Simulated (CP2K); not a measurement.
TaN:

```
Ta N
1.0
     2.93800    0.00000    0.00000
    -1.46900    2.54438    0.00000
     0.00000    0.00000    2.88300
Ta N
1 1
Direct
  0.33333 0.66667 0.50000
  0.00000 0.00000 0.00000
```

Program: CP2K 2026.2. Alike in all runs: task single point; level PBE; no spin polarisation; cell as given; k mesh 10 × 10 × 9; smearing fermi-dirac 0.05 eV.

**Question.** Order these runs on this cell by their pressure, lowest first.
A. potentials or basis POTENTIAL_UZH Ta GTH-SCAN-q13, N GTH-SCAN-q5; DZVP-MOLOPT-SR-GTH basis
B. potentials or basis GTH_POTENTIALS Ta GTH-PADE-q13, N GTH-PADE-q5; DZVP-MOLOPT-SR-GTH basis
C. potentials or basis GTH_POTENTIALS Ta GTH-PBE-q13, N GTH-PBE-q5; DZVP-MOLOPT-SR-GTH basis

**Answer.** B (-22.0 GPa), A (-2.8 GPa), C (0.8 GPa).

Caveats: the basis of atomic orbitals isn't converged, which shifts pressures, moduli and gaps; the potentials were made for another functional, which shifts forces and pressure (some runs).
